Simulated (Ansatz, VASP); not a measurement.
Mo in VASP and in Ansatz

INCAR

```
PREC     = Accurate       # precision mode
ENCUT    = 520            # plane-wave cutoff, eV
EDIFF    = 1E-6           # SCF threshold, eV
ISMEAR   = -1             # smearing method
SIGMA    = 0.05           # smearing width, eV
LREAL    = False          # projectors in reciprocal space
LASPH    = True           # aspherical terms in the spheres
NELM     = 100            # most SCF steps
ALGO     = Normal         # electronic algorithm
ISIF     = 2              # what is computed and relaxed
LWAVE    = False          # write WAVECAR
LCHARG   = False          # write CHGCAR
GGA      = PS             # functional
NBANDS   = 13             # bands
```

Contents of KPOINTS:

```
Automatic mesh
0
Gamma
  12 12 12
```

The input POSCAR:

```
Mo
1.0
   -1.6148719360      1.6148719360      1.6148719360
    1.6148719360     -1.6148719360      1.6148719360
    1.6148719360      1.6148719360     -1.6148719360
Mo
1
Direct
    0.0000000000      0.0000000000      0.0000000000
```

File input.yaml:

```yaml
crystal:
  lattice:
    - [-1.614871936, 1.614871936, 1.614871936]
    - [1.614871936, -1.614871936, 1.614871936]
    - [1.614871936, 1.614871936, -1.614871936]
  atoms:
    - { symbol: Mo, position: [0.0, 0.0, 0.0] }
kpoints:
  mp_grid: { grid: [12, 12, 12] }
scf:
  occupations: { method: fermi_dirac, width: 0.05 }
hamiltonian:
  xc: pbesol
  pseudopotentials: { kind: all_electron, lapw: { basis_error: 0.0005 } }
output:
  forces: true
  stress: true
  eigenvalues: true
```

Change from the starting cell: volume scaled by 1.06.

Alike in both runs: task single point; functional PBEsol; k mesh 12 × 12 × 12; occupations fermi-dirac, width 0.05 eV; no spin polarisation.

|  | VASP | Ansatz |
| --- | --- | --- |
| version | VASP 6.6.1 | Ansatz 0.2.0 |
| potentials or method | VASP PAW PBE potentials, release 64 (Mo_sv) | all-electron LAPW, scalar-relativistic |
| plane-wave cutoff (eV) | 520 | see its input |

Ansatz gave:

- gap on the k mesh at the Fermi level (eV): none
- pressure (GPa): -21.9

What did VASP give for the same quantities?

gap on the k mesh at the Fermi level (eV): none; pressure (GPa): -21.6.

A gap of «none» marks a metal or a gap that the smearing closes. Ansatz ran all-electron here, so the differences hold the error of VASP's frozen core and of both bases.

Caveats: so large a pressure means that the cell lies far from this level's equilibrium, or that cutoff or potentials fall short (VASP); the potentials were made for another functional, which shifts forces and pressure (VASP).
